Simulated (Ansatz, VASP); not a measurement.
One calculation of MoS2, two programs

File INCAR:

```
PREC = Accurate ; ENCUT = 520
EDIFF = 1E-6 ; ISMEAR = -1
SIGMA = 0.1 ; LREAL = False
LASPH = True ; NELM = 100
ALGO = Normal ; ISIF = 2
LWAVE = False ; LCHARG = False
NBANDS = 20
```

File KPOINTS:

```
Automatic mesh
0
Gamma
  10 10 5
```

POSCAR

```
MoS2
1.0
    3.1160783692      0.0000000000      0.0000000000
   -1.5580391846      2.6986104142      0.0000000000
    0.0000000000      0.0000000000      6.0946227756
Mo S
1 2
Direct
    0.0000000000      0.0000000000      0.5000000000
    0.3333333333      0.6666666667      0.2553200000
    0.6666666667      0.3333333333      0.7446800000
```

Input for Ansatz:

```yaml
crystal:
  lattice:
    - [3.1160783692392857, 0.0, 0.0]
    - [-1.5580391846196429, 2.698610414229657, 0.0]
    - [0.0, 0.0, 6.0946227756415]
  atoms:
    - { symbol: Mo, position: [0.0, 0.0, 0.5] }
    - { symbol: S, position: [0.3333333333333333, 0.6666666666666666, 0.25532] }
    - { symbol: S, position: [0.6666666666666666, 0.3333333333333333, 0.74468] }
basis:
  ecutwfc: 550.0
kpoints:
  mp_grid:
    grid: [10, 10, 5]
hamiltonian:
  xc: lda
  pseudopotentials:
    kind: paw
scf:
  max_iter: 60
  occupations:
    method: fermi_dirac
output:
  stress: true
```

Measurements of this composition are mostly on another form, of space group No. 194.

Alike in both runs: task single point; functional LDA; k mesh 10 × 10 × 5; no spin polarisation.

```csv
,VASP,Ansatz
version,VASP 6.6.1,Ansatz 0.2.0
potentials or method,"VASP PAW LDA potentials, release 64 (Mo_sv, S)","plane waves, PAW"
plane-wave cutoff (eV),520,550
occupations,"fermi-dirac, width 0.1 eV",fermi-dirac
valence electrons in the cell,26,26
```

Ansatz gave:

| Property | Result |
| --- | --- |
| pressure (GPa) | 10.6 |
| largest component of the traceless stress (GPa) | 3.73 |

Problem. What did VASP give for the same quantities?

Solution. Pressure (GPa): 10.7; largest component of the traceless stress (GPa): 3.74.

Ansatz warned: «structure_snapped_to_symmetry».
